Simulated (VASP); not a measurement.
Write the native input for VASP 6.6.1 that does the following.

| Item | Value |
| --- | --- |
| Task | single point |
| Functional | r2SCAN |
| Potentials or basis | VASP PAW PBE potentials, release 64 (Ba_sv, S) |
| Cutoff | 520 eV |
| k mesh | 5 × 5 × 5 |
| Occupations | fermi-dirac, width 0.1 eV |
| Spin | no spin polarisation |
| Dipole correction | no |
| Further INCAR settings | ALGO = Normal; EDIFF = 1e-06; NBANDS = 15 |

BaS:

```
CELL_PARAMETERS angstrom
0.00002 3.21264 3.21237
3.21253 -0.00024 3.21263
3.21235 3.21270 -0.00005
ATOMIC_POSITIONS crystal
Ba 0.99095 0.00305 0.00497
S 0.49098 0.50301 0.50503
```

The cell was built by a generator and needn't be a form met in nature.

These files were run (other wordings do the same):

POSCAR

```
BaS
1.0
    0.0000171345      3.2126393200      3.2123707659
    3.2125287178     -0.0002379584      3.2126315343
    3.2123457180      3.2127002018     -0.0000531666
Ba S
1 1
Direct
    0.9909509288      0.0030496802      1.0049668719
    0.4909820712      0.5030083198      0.5050331281
```

INCAR.step1

```
  PREC = Accurate
  ENCUT = 520
  ISMEAR = -1
  SIGMA = 0.1
  LREAL = False
  LASPH = True
  NELM = 100
  NBANDS = 15
  GGA = PE
  ALGO = Normal
  EDIFF = 1E-4
  LWAVE = True
  LCHARG = False
```

INCAR.step2

```
  PREC = Accurate
  ENCUT = 520
  EDIFF = 1E-6
  ISMEAR = -1
  SIGMA = 0.1
  LREAL = False
  LASPH = True
  NELM = 100
  ALGO = Normal
  ISIF = 2
  LWAVE = False
  LCHARG = True
  METAGGA = R2SCAN
  LMIXTAU = True
  LELF = True
  LVHAR = True
  NBANDS = 15
  ISTART = 1
```

KPOINTS

```
regular mesh
0
Gamma
  5 5 5
```

Potentials or basis: VASP PAW PBE potentials, release 64 (Ba_sv, S).

Launch:

```sh
$ cat potpaw_PBE.64/Ba_sv/POTCAR potpaw_PBE.64/S/POTCAR > POTCAR
$ cp INCAR.step1 INCAR
$ mpirun -np 1 vasp_std > vasp.out
$ cp INCAR.step2 INCAR
$ mpirun -np 1 vasp_std > vasp.out
```

It gave:

| Property | Result |
| --- | --- |
| Pressure | 0.6 GPa |
| Band gap on the k mesh | 2.61 eV, indirect (least direct gap 2.77 eV) |

Caveat: the PAW data sets were made with another functional, which shifts forces and pressure a little; spin-orbit coupling is left out, which moves the levels of the heavy elements; an odd mesh through Γ misses points on the zone boundary, where band edges often lie.

It took 3.1 min on 1 thread of Intel(R) Xeon(R) Platinum 8488C (Sapphire Rapids), on a shared host, peak memory 0.25 GiB.
